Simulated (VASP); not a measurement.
CdO, 2 atoms in the cell. The structure is cubic, space group Fm-3m (No. 225). Conventional cell: a = 4.705 Å, b = 4.705 Å, c = 4.705 Å, α = 90.00°, β = 90.00°, γ = 90.00°. Cd (site symmetry m-3m) has 6 O at 2.35 Å as nearest neighbours. Around O (site symmetry m-3m) lie 6 Cd at 2.35 Å. The cell is a database's computed one.

| Quantity | Value |
| --- | --- |
| Program | VASP 6.6.1 |
| Task | single point |
| Functional | PBEsol |
| Potentials or basis | VASP PAW PBE potentials, release 64 (Cd, O) |
| Cutoff | 700 eV |
| k mesh | 16 × 16 × 16 |
| Occupations | gaussian, width 0.1 eV |
| Spin | no spin polarisation |
| Further INCAR settings | ALGO = Fast; EDIFF = 1e-07; NBANDS = 16 |

Potentials or basis: VASP PAW PBE potentials, release 64 (Cd, O).

Launch:

```bash
$ cat potpaw_PBE.64/Cd/POTCAR potpaw_PBE.64/O/POTCAR > POTCAR
$ mpirun -np 1 vasp_std > vasp.out
```

Hardware: 1 thread of Intel(R) Xeon(R) Platinum 8488C (Sapphire Rapids) (shared host).

Problem. How long does it take, and how much memory?

Solution. It took 78 s on 1 thread of Intel(R) Xeon(R) Platinum 8488C (Sapphire Rapids) (shared host), peak memory 0.23 GiB. Counts: scf iterations 14, k points 145.
